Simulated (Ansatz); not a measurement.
# InP: the cost of one run

Program: Ansatz 0.2.0. Level of theory: DFT PBE, scalar-relativistic, plane waves, PAW. These are calculated values, not measurements.

The COD entry's cell or inner coordinates are ideal or old and differ from later refinements, so a difference from it is no clean test against experiment.

6 further runs of the same task are left out: 2 that didn't finish, 4 set aside as unsound or not needed.

**1. The system as given**

The structure is cubic, space group F-43m (No. 216). Conventional cell: a = 5.960 Å, b = 5.960 Å, c = 5.960 Å, α = 90.00°, β = 90.00°, γ = 90.00°. In (site symmetry -43m) is surrounded by 4 P at 2.58 Å. Around P (site symmetry -43m) lie 4 In at 2.58 Å.

Structure file:

```cif
data_structure
_symmetry_space_group_name_H-M 'P 1'
_symmetry_Int_Tables_number 1
_cell_length_a 4.2144
_cell_length_b 4.2144
_cell_length_c 4.2144
_cell_angle_alpha 60.000
_cell_angle_beta 60.000
_cell_angle_gamma 60.000
_cell_volume 52.93
loop_
_atom_site_label
_atom_site_type_symbol
_atom_site_fract_x
_atom_site_fract_y
_atom_site_fract_z
_atom_site_occupancy
In1 In 0.00000 0.00000 0.00000 1
P1 P 0.25000 0.25000 0.25000 1
```

It is the result of an earlier relaxation at this level (volume 26.46 Å³/atom; gap on the mesh: 0.44 eV).

**2. Bands, states and charges**

The input, input.yaml:

```yaml
crystal:
  lattice:
    - [0.0, 2.9800342063, 2.9800342063]
    - [2.9800342063, 0.0, 2.9800342063]
    - [2.9800342063, 2.9800342063, 0.0]
  atoms:
    - { symbol: In, position: [0.0, 0.0, 0.0] }
    - { symbol: P, position: [0.25, 0.25, 0.25] }
basis:
  ecutwfc: 420
kpoints:
  mp_grid: { grid: [10, 10, 10] }
  band_path:
    path:
      - [[0.0, 0.0, 0.0], [-0.5, -0.5, 0.0], [-0.375, -0.375, 0.25]]
      - [[-0.375, 0.0, 0.375], [0.0, 0.0, 0.0], [0.0, 0.0, 0.5], [-0.5, -0.25, 0.25], [-0.5, -0.5, 0.0]]
    npoints: 14
hamiltonian:
  xc: pbe
scf:
  occupations: { method: gaussian, width: 0.02 }
  n_extra_bands: 6
output:
  forces: true
  stress: true
  eigenvalues: true
  populations: true
  dos: { projected: true, de: 0.02, nscf_kmesh: { grid: [15, 15, 15] } }
  bader: true
  write_density: true
  write_potential: true
  elf: true
  volumetric_format: npy
```

Launch:

```sh
ansatz run input.yaml --threads 1 --pin off --max-ram 2560MiB --backend cpu --events-out ev --progress --plain --runs-dir out
```

Q: Estimate wall time and peak memory on 1 thread of Arm Neoverse V1, shared host.

About 31 s, with a peak of 0.34 GiB.
